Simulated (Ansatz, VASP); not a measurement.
**Two plane-wave programs on Ir**

```
CELL_PARAMETERS angstrom
2.71418 0.00000 0.00000
-1.35709 2.35055 0.00000
0.00000 0.00000 4.42136
ATOMIC_POSITIONS crystal
Ir 0.66667 0.33333 0.75000
Ir 0.33333 0.66667 0.25000
```

Alike in both runs: functional PBEsol; k mesh 12 × 12 × 7; occupations fermi-dirac, width 0.01 eV; no spin polarisation.

Ansatz relaxed the structure, and its values are those at the end. VASP's run is a single point on that final structure, the one shown.

|  | VASP | Ansatz |
| --- | --- | --- |
| version | VASP 6.6.1 | Ansatz 0.2.0 |
| potentials or method | VASP PAW PBE potentials, release 64 (Ir) | plane waves, PAW |
| plane-wave cutoff (eV) | 520 | 470 |
| valence electrons in the cell | 18 | 34 |

|  | VASP | Ansatz | Ansatz less VASP |
| --- | --- | --- | --- |
| pressure (GPa) | 1.0 | 0.0 | -0.99 |

The functional is the same, so the differences come from potentials, cutoffs and numerics. The two sets of potentials don't hold the same shells in valence. Ansatz warned: «stress_scf_threshold_loose».

Caveats: the PAW data sets were made with another functional, which shifts forces and pressure a little (VASP). The runs have no spin-orbit coupling, so splittings on Ir are missing.
